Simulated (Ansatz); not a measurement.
A crystal relaxed with r2SCAN in the plane-wave code Ansatz has space group P6_3mc (No. 186) and a = 4.575 Å, c = 14.920 Å.

```json
{"atom": "Mg", "site": "2a", "x": "0.0000", "y": "0.0000", "z": "0.9996"}
{"atom": "Mg", "site": "2b", "x": "0.3333", "y": "0.6667", "z": "0.2500"}
{"atom": "Xx", "site": "2a", "x": "0.0000", "y": "0.0000", "z": "0.1875"}
{"atom": "Xx", "site": "2b", "x": "0.3333", "y": "0.6667", "z": "0.4379"}
```

r2SCAN gives a direct gap of 3.13 eV at Γ. HSE06 gives a direct gap of 3.29 eV at Γ. Meshes: r2SCAN 6×6×2, HSE06 6×6×2. r2SCAN's ε∞ is 4.9 along x and y, 5.0 along z.

**Question.** Which element is Xx?
A. Te
B. O
C. S
D. Se

**Answer.** A. Xx is Te: MgTe (4H polytype). Mg has 4 Te at 2.80 Å; Te has 4 Mg at 2.80 Å.

No spin polarisation and no zero-point or thermal motion; the cell was built from a prototype and may be hypothetical.

No spin-orbit coupling is included; it can move band edges with weight on the heavy atoms by tenths of an eV.

For a response run the program warns that the ground state's bands aren't all converged, so ε∞ carries an extra error.
